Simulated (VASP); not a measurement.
# CdF2: F into a neighbouring F vacancy, part 3 of 5

How hard is this move in CdF2: F into a neighbouring F vacancy? Both ends are relaxed first, then a band of images between them. The start is a cell from a database of measured crystal structures.

VASP 6.6.1; PBEsol; plane waves and PAW (Cd, F).

So far. Step 2 (Relax the host): The run ended after 2 ionic steps, 0.000 eV below its first step, once forces and stress met EDIFFG = -0.02. Step 3 (Relax the start): The run ended after 14 ionic steps, 0.990 eV below its first step, once the forces on the free atoms met EDIFFG = -0.05.

## Step 4: Relax the end

The end state is relaxed in the same way, so that both ends share their errors.

This cell carries charge +1, set by NELECT and balanced by a uniform background.

Input file INCAR:

```
SYSTEM = Cd12F23
PREC = Normal
ENCUT = 400
EDIFF = 1E-05
NELM = 120
ISMEAR = 0
SIGMA = 0.05
LREAL = Auto
ALGO = Fast
GGA = PS
NELECT = 304
LORBIT = 11
LWAVE = .FALSE.
LCHARG = .FALSE.
NCORE = 6
IBRION = 2
NSW = 60
ISIF = 2
EDIFFG = -0.05
POTIM = 0.4
MAXMIX = 40
ISYM = 0
```

Input file POSCAR:

```
Cd12F23
1.0
    0.0000000000      5.3970555238      5.3970555238
    5.3970555238      0.0000000000      5.3970555238
    8.0955832857      8.0955832857      0.0000000000
Cd F
12 23
Direct
   -0.0051379300     -0.0004737174      0.0012618326
   -0.0047308041      0.0021791723      0.3362122573
    0.0009569548      0.0022008495      0.6655558184
   -0.0013614059      0.4987133704      0.0009415720
   -0.0015518562      0.5040194589      0.3318137540
   -0.0102182621      0.5010790964      0.6697121307
    0.5017233364     -0.0054324879      0.0051456470
    0.5018509039     -0.0049663863      0.3335544351
    0.5012783083      0.0006931447      0.6649544429
    0.5009387562      0.4984070602      0.0000606673
    0.4992115056      0.4972665753      0.3330688710
    0.4958805768      0.5000694580      0.6666364566
    0.3721020345      0.3776982194      0.5851339196
    0.3728489590      0.3763041520      0.9170609740
    0.3725875186      0.8731164473      0.2523060245
    0.3704051677      0.8756812948      0.5849378954
    0.3789599926      0.8770703336      0.9130618361
    0.8735136107      0.3685642016      0.2513863910
    0.8762311714      0.3728918196      0.5847349158
    0.8778923507      0.3747022187      0.9153103770
    0.8778126147      0.8729625023      0.2529978865
    0.8757299024      0.8740014380      0.5825355023
    0.8750652221      0.8755794477      0.9165490021
    0.1285681303      0.1193020444      0.0830041639
    0.3807961899      0.3740854572      0.2477114267
    0.1226578171      0.1238876315      0.7519595966
    0.1191994234      0.6265786646      0.0893750482
    0.1237250197      0.6205135753      0.4177315343
    0.1261090652      0.6284351556      0.7481264948
    0.6182708910      0.1318836473      0.0811212217
    0.6303644276      0.1202585264      0.4158317233
    0.6253981802      0.1313774782      0.7471031741
    0.6199749835      0.6314065665      0.0840528456
    0.6238588139      0.6214510844      0.4173692283
    0.6191960782      0.6297067168      0.7514749398
```

Input file KPOINTS:

```
Automatic mesh
0
Gamma
2 2 1
0 0 0
```

PAW data sets: Cd and F (PBE family, release 64).

Started as:

```bash
$ mpirun -np 6 vasp_std
```

Output:

```text
[banner, memory and clock lines left out]
running    6 mpi-ranks, on    1 nodes
 distrk:  each k-point on    6 cores,    1 groups
 distr:  one band on    6 cores,    1 groups

 POSCAR found type information on POSCAR CdF
 POSCAR found :  2 types and      35 ions
 [... a notice as in an earlier step ...]

 [... a notice as in an earlier step ...]

 LDA part: xc-table for (Slater+PW92), standard interpolation
 [... a notice as in an earlier step ...]

 POSCAR, INCAR and KPOINTS ok, starting setup
 FFT: planning ... GRIDC
 FFT: planning ... GRID_SOFT
 FFT: planning ... GRID
 WAVECAR not read
 entering main loop
       N       E                     dE             d eps       ncg     rms          rms(c)
DAV:   1     0.254825772579E+04    0.25483E+04   -0.14910E+05  1464   0.139E+03
DAV:   2     0.442330930285E+02   -0.25040E+04   -0.24026E+04  1592   0.416E+02
DAV:   3    -0.148317532043E+03   -0.19255E+03   -0.19068E+03  1624   0.124E+02
DAV:   4    -0.150731641187E+03   -0.24141E+01   -0.24102E+01  1536   0.150E+01
DAV:   5    -0.150748479479E+03   -0.16838E-01   -0.16833E-01  1584   0.112E+00BRMIX: very serious problems
 the old and the new charge density differ
 old charge density:   305.00000 new  304.00000
    0.312E+01
RMM:   6    -0.135218199043E+03    0.15530E+02   -0.53113E+01  1456   0.161E+01    0.267E+01
RMM:   7    -0.134840818360E+03    0.37738E+00   -0.35410E+00  1456   0.463E+00    0.134E+01
RMM:   8    -0.134458848494E+03    0.38197E+00   -0.81111E-01  1456   0.253E+00    0.603E+00
RMM:   9    -0.134431409977E+03    0.27439E-01   -0.20011E-01  1456   0.150E+00    0.614E-01
RMM:  10    -0.134438004896E+03   -0.65949E-02   -0.10355E-01  1456   0.666E-01    0.739E-01
RMM:  11    -0.134435657070E+03    0.23478E-02   -0.15777E-02  1456   0.340E-01    0.131E-01
RMM:  12    -0.134435982739E+03   -0.32567E-03   -0.42889E-03  1456   0.149E-01    0.670E-02
RMM:  13    -0.134435997124E+03   -0.14385E-04   -0.69344E-04  1456   0.565E-02    0.256E-02
RMM:  14    -0.134436025671E+03   -0.28547E-04   -0.16127E-04  1171   0.217E-02    0.230E-02
RMM:  15    -0.134436024313E+03    0.13578E-05   -0.60967E-05  1150   0.177E-02
   1 F= -.13443602E+03 E0= -.13443602E+03  d E =-.134436E+03
 curvature:   0.00 expect dE= 0.000E+00 dE for cont linesearch  0.000E+00
 trial: gam= 0.00000 g(F)=  0.548E+00 g(S)=  0.000E+00 ort = 0.000E+00 (trialstep = 0.100E+01)
 search vector abs. value=  0.548E+00
 bond charge predicted
       N       E                     dE             d eps       ncg     rms          rms(c)
DAV:   1    -0.134647891391E+03   -0.21187E+00   -0.18465E+02  1504   0.375E+01    0.226E+00
RMM:   2    -0.134897850887E+03   -0.24996E+00   -0.29503E+00  1456   0.467E+00    0.150E+00
RMM:   3    -0.134881840975E+03    0.16010E-01   -0.23448E-01  1456   0.148E+00    0.787E-01
RMM:   4    -0.134876737888E+03    0.51031E-02   -0.55151E-02  1456   0.717E-01    0.856E-01
RMM:   5    -0.134873711939E+03    0.30259E-02   -0.14689E-02  1456   0.336E-01    0.224E-01
RMM:   6    -0.134873880984E+03   -0.16904E-03   -0.19790E-03  1456   0.112E-01    0.236E-01
RMM:   7    -0.134873961265E+03   -0.80281E-04   -0.38316E-04  1403   0.498E-02    0.122E-01
RMM:   8    -0.134873976198E+03   -0.14933E-04   -0.10457E-04  1153   0.206E-02    0.885E-02
RMM:   9    -0.134873978768E+03   -0.25697E-05   -0.33020E-05  1066   0.157E-02
   2 F= -.13487398E+03 E0= -.13487398E+03  d E =-.437954E+00
[... from here on, the cycles between the ionic steps are left out ...]
   3 F= -.13511414E+03 E0= -.13511414E+03  d E =-.678111E+00
   4 F= -.13525096E+03 E0= -.13525096E+03  d E =-.136827E+00
   5 F= -.13537488E+03 E0= -.13537488E+03  d E =-.260742E+00
   6 F= -.13543118E+03 E0= -.13543118E+03  d E =-.563008E-01
   7 F= -.13544481E+03 E0= -.13544481E+03  d E =-.699331E-01
   8 F= -.13547041E+03 E0= -.13547041E+03  d E =-.255965E-01
   9 F= -.13547615E+03 E0= -.13547615E+03  d E =-.313348E-01
  10 F= -.13548784E+03 E0= -.13548784E+03  d E =-.116941E-01
  11 F= -.13548991E+03 E0= -.13548991E+03  d E =-.137607E-01
  12 F= -.13549412E+03 E0= -.13549412E+03  d E =-.421468E-02
  13 F= -.13549413E+03 E0= -.13549413E+03  d E =-.422023E-02
 curvature:  -3.05 expect dE=-0.296E-02 dE for cont linesearch -0.389E-05
 trial: gam= 0.31443 g(F)=  0.971E-03 g(S)=  0.000E+00 ort =-0.897E-04 (trialstep = 0.274E+01)
 search vector abs. value=  0.154E-02
 bond charge predicted
       N       E                     dE             d eps       ncg     rms          rms(c)
DAV:   1    -0.135489834678E+03    0.42917E-02   -0.35393E+00  1480   0.550E+00    0.283E-01
RMM:   2    -0.135496100748E+03   -0.62661E-02   -0.67320E-02  1456   0.702E-01    0.119E-01
RMM:   3    -0.135495950598E+03    0.15015E-03   -0.34195E-03  1456   0.181E-01    0.696E-02
RMM:   4    -0.135495946824E+03    0.37739E-05   -0.50004E-04  1456   0.578E-02    0.406E-02
RMM:   5    -0.135495938727E+03    0.80966E-05   -0.96034E-05  1386   0.246E-02
  14 F= -.13549594E+03 E0= -.13549594E+03  d E =-.181228E-02
 trial-energy change:   -0.001812  1 .order   -0.001761   -0.002585   -0.000936
 step:   3.9670(harm=  4.2990)  dis= 0.00746  next Energy=  -135.496152 (dE=-0.203E-02)
 reached required accuracy - stopping structural energy minimisation
```

It took 13 min on 6 MPI ranks of AMD EPYC 7R13 (Zen 3), shared host; peak memory 0.87 GiB; 73 min of CPU time.

From OUTCAR (step 4):

```text
NELECT = 304

 ion  position               nearest neighbor table
   1  0.995  1.000  0.001-  23 2.31  27 2.32  26 2.33  20 2.34  24 2.34  30 2.35  21 2.35  17 2.39
                             7 3.76   5 3.78   8 3.78
   2  0.995  0.002  0.336-  31 2.27  18 2.28  22 2.30  21 2.32  15 2.35  24 2.37  28 2.38   9 3.77
                            11 3.78
   3  0.001  0.002  0.666-  16 2.30  19 2.31  26 2.32  29 2.33  32 2.34  23 2.35  22 2.36
   4  0.999  0.499  0.001-  20 2.33  14 2.33  18 2.34  23 2.35  33 2.36  29 2.36  24 2.36  27 2.38

 Found      4 irreducible k-points:

 E-fermi :  -1.3806

 k-point     1 :       0.0000    0.0000    0.0000
  band No.  band energies     occupation
    ...
    148      -1.8235      2.00000
    149      -1.7717      2.00000
    150      -1.7267      2.00000
    151      -1.7013      2.00000
    152      -1.6743      2.00000
    153       1.1390      0.00000
    154       3.9739      0.00000
    155       3.9846      0.00000
    156       5.1934      0.00000
    157       5.2782      0.00000
    ...

 k-point     2 :       0.5000    0.0000    0.0000
  band No.  band energies     occupation
    ...
    148      -1.8770      2.00000
    149      -1.8510      2.00000
    150      -1.7545      2.00000
    151      -1.6857      2.00000
    152      -1.6299      2.00000
    153       2.9857      0.00000
    154       3.0265      0.00000
    155       3.9853      0.00000
    156       4.0553      0.00000
    157       4.8581      0.00000
    ...

  Total      -34.5803180    -34.6056861    -34.4152434      0.2485281     -0.0417570     -0.0523621
  in kB     -117.4755948   -117.5617746   -116.9148066      0.8442949     -0.1418562     -0.1778835
  external PRESSURE =    -117.3173920 kB  Pullay stress =       0.0000000 kB

 POSITION                                       TOTAL-FORCE (eV/Angst)
 -----------------------------------------------------------------------------------
      8.07699      8.07196      0.03041        -0.003768      0.001793     -0.006685
      8.03951      8.03476     10.73884         0.003806      0.005098      0.005382
     10.88943     10.88289     10.68621        -0.016431      0.010063      0.013461
      2.70657      5.42755      8.07109         0.002713     -0.012006     -0.000744
      5.44476      8.03608      8.14790         0.004365     -0.002322     -0.014753
      8.09645      5.39185      2.71348        -0.006144     -0.003865      0.002079
      0.03627      2.70115      2.67427        -0.011462      0.003495      0.002765
      8.03852      5.44257      8.14807         0.010980      0.004873     -0.008849
      5.39528      8.09201      2.71644         0.000803     -0.004965     -0.004957
      2.70894      2.70389      5.37202         0.023560      0.021006     -0.001703
      5.43618      5.42886      5.34916        -0.019450     -0.018642      0.010418
      8.08614      8.07992      5.39276         0.004292     -0.002833      0.001222
      6.74566      6.74096      4.03864         0.005673      0.006344     -0.004077
      9.45227      9.44598      4.10095         0.016117      0.012941     -0.011427
      6.97408      4.03240      6.74400         0.006427     -0.012275     -0.001434
      9.45942      6.49935      6.72967         0.004435     -0.017634      0.009891
     12.07900      9.50030      6.74983        -0.008464     -0.001094     -0.004501
      4.03410      6.96820      6.74512        -0.001026      0.002289      0.003002
      6.50463      9.45627      6.73157        -0.016912     -0.000121      0.005711
      9.50639     12.07677      6.74826         0.002254     -0.016275     -0.005831
      6.71128      6.70794      9.48072         0.017784      0.014342     -0.010503
      9.45462      9.44992      9.67834         0.003387      0.000882      0.032450
     12.17980     12.17504      9.34393        -0.004234     -0.002056      0.002310
      1.31704      1.31252      1.36417        -0.010627     -0.004274      0.008981
      4.05364      4.05063      3.80627         0.001540      0.000695     -0.008206
      6.77731      6.77282      1.34610        -0.001666      0.000304     -0.002716
      4.04443      1.33929      4.06157         0.007465      0.000835     -0.010996
      6.75768      4.04038      4.03734        -0.000466      0.012776      0.004706
      9.44646      6.76796      4.01701        -0.001583      0.011870      0.019176
      1.34330      4.03824      4.06073         0.002216      0.013970     -0.009524
      4.04539      6.75333      4.03919         0.013196     -0.006645     -0.002436
      6.77497      9.44246      4.01959         0.010224     -0.007938      0.012367
      4.15446      4.14483      6.62897        -0.014433     -0.000342      0.007031
      6.74999      6.74663      6.74576        -0.012798     -0.006678     -0.023406
      9.31599      9.31040      6.87467        -0.011775     -0.003608     -0.008204
 -----------------------------------------------------------------------------------
    total drift:                               -0.004629      0.015996      0.050939

  FREE ENERGIE OF THE ION-ELECTRON SYSTEM (eV)
  ---------------------------------------------------
  free  energy   TOTEN  =      -135.4959387274 eV

  energy  without entropy=     -135.4959387274  energy(sigma->0) =     -135.49593873

 total charge
# of ion       s       p       d       tot
------------------------------------------
    1        0.230   0.196   9.678  10.104
    2        0.246   0.214   9.681  10.142
    3        0.244   0.211   9.679  10.134
    4        0.227   0.188   9.673  10.088
    5        0.246   0.213   9.681  10.140
    6        0.227   0.187   9.672  10.086
    7        0.227   0.188   9.673  10.089
    8        0.246   0.213   9.681  10.140
    9        0.227   0.187   9.672  10.086
   10        0.231   0.190   9.672  10.092
   11        0.231   0.191   9.672  10.094
   12        0.227   0.187   9.672  10.086
   13        1.772   4.341   0.000   6.113
   14        1.772   4.336   0.000   6.108
   15        1.771   4.332   0.000   6.104
   16        1.771   4.329   0.000   6.100
   17        1.772   4.334   0.000   6.105
   18        1.771   4.332   0.000   6.104
   19        1.771   4.329   0.000   6.100
   20        1.772   4.334   0.000   6.105
   21        1.773   4.352   0.000   6.125
   22        1.771   4.331   0.000   6.102
   23        1.772   4.342   0.000   6.114
   24        1.772   4.339   0.000   6.111
   25        1.771   4.333   0.000   6.104
   26        1.772   4.338   0.000   6.110
   27        1.772   4.338   0.000   6.111
   28        1.772   4.340   0.000   6.112
   29        1.772   4.338   0.000   6.109
   30        1.772   4.338   0.000   6.111
   31        1.772   4.340   0.000   6.112
   32        1.772   4.338   0.000   6.110
   33        1.771   4.329   0.000   6.100
   34        1.772   4.339   0.000   6.111
   35        1.771   4.332   0.000   6.103
--------------------------------------------------
tot         43.557 102.098 116.109 261.764

[... 6 parts as in an earlier step ...]

[... 3 further parts left out ...]
```

Relaxation path:

| step | energy less that of the first step (eV) | largest force (eV/Å) |
| --- | --- | --- |
| 1 | 0.0000 | 1.2799 |
| 2 | -0.4380 | 0.8065 |
| 3 | -0.6781 | 0.5136 |
| 4 | -0.8149 | 0.3441 |
| 5 | -0.9389 | 0.4155 |
| 6 | -0.9952 | 0.2674 |
| 7 | -1.0088 | 0.2412 |
| 8 | -1.0344 | 0.1632 |
| 9 | -1.0401 | 0.1700 |
| 10 | -1.0518 | 0.1014 |
| 11 | -1.0539 | 0.1187 |
| 12 | -1.0581 | 0.0530 |
| 13 | -1.0581 | 0.0516 |
| 14 | -1.0599 | 0.0326 |

The atoms that moved most (Å):

| atom | dx | dy | dz | length |
| --- | --- | --- | --- | --- |
| F25 | 0.029 | -0.010 | -0.268 | 0.270 |
| F35 | -0.166 | -0.115 | 0.134 | 0.243 |
| F19 | -0.242 | -0.007 | -0.010 | 0.242 |
| F22 | 0.022 | 0.008 | 0.235 | 0.236 |
| F16 | -0.002 | -0.235 | 0.004 | 0.235 |
| F18 | 0.010 | 0.219 | 0.042 | 0.223 |
| F15 | 0.219 | -0.021 | 0.021 | 0.221 |
| F33 | 0.066 | 0.118 | -0.125 | 0.184 |

The relaxed structure:

```xyz
35
Lattice="0.0000 5.3971 5.3971 5.3971 0.0000 5.3971 8.0956 8.0956 0.0000" Properties=species:S:1:pos:R:3 pbc="T T T"
Cd   -0.0186   -0.0236    0.0304
Cd    2.6425    2.6377   -0.0553
Cd    5.4924    5.4858   -0.1079
Cd    2.7066    0.0305    2.6740
Cd    5.4448    2.6390    2.7508
Cd    8.0964    5.3919    2.7135
Cd    0.0363    2.7012    2.6743
Cd    2.6415    5.4426    2.7510
Cd    5.3953    8.0920    2.7164
Cd    2.7089    2.7039    5.3720
Cd    5.4362    5.4289    5.3492
Cd    8.0861    8.0799    5.3928
F     6.7457    6.7410    4.0386
F     9.4523    9.4460    4.1009
F     6.9741    4.0324    6.7440
F     9.4594    6.4993    6.7297
F    12.0790    9.5003    6.7498
F     4.0341    6.9682    6.7451
F     6.5046    9.4563    6.7316
F     9.5064   12.0768    6.7483
F     6.7113    6.7079    9.4807
F     9.4546    9.4499    9.6783
F    12.1798   12.1750    9.3439
F     1.3170    1.3125    1.3642
F     4.0536    4.0506    3.8063
F     6.7773    6.7728    1.3461
F     4.0444    1.3393    4.0616
F     6.7577    4.0404    4.0373
F     9.4465    6.7680    4.0170
F     1.3433    4.0382    4.0607
F     4.0454    6.7533    4.0392
F     6.7750    9.4425    4.0196
F     4.1545    4.1448    6.6290
F     6.7500    6.7466    6.7458
F     9.3160    9.3104    6.8747
```

This step gave:

| Item | Value |
| --- | --- |
| free energy (TOTEN) | -135.4959 eV |
| Fermi energy | -1.381 eV |
| gap on the k-mesh | 2.769 eV |
| least direct gap on the k-mesh | 2.813 eV |

The run ended after 14 ionic steps, 1.060 eV below its first step, once the forces on the free atoms met EDIFFG = -0.05.

(Part 3 of 5 ends here.)

[Lines on the potential files, build, host, timing and source positions are cut from VASP's logs without a mark.]

[Logs are printed without paths, hosts, clocks, repeated set-up lines and the standing remarks that a program may print on its own settings, such as how far it seeks lower states.]

[Hosts, paths, dates, database ids (printed as entryN), source tags and the programs' standing remarks are cut or masked in the printed files.]

[Runs that stopped without an error message from VASP are left out.]
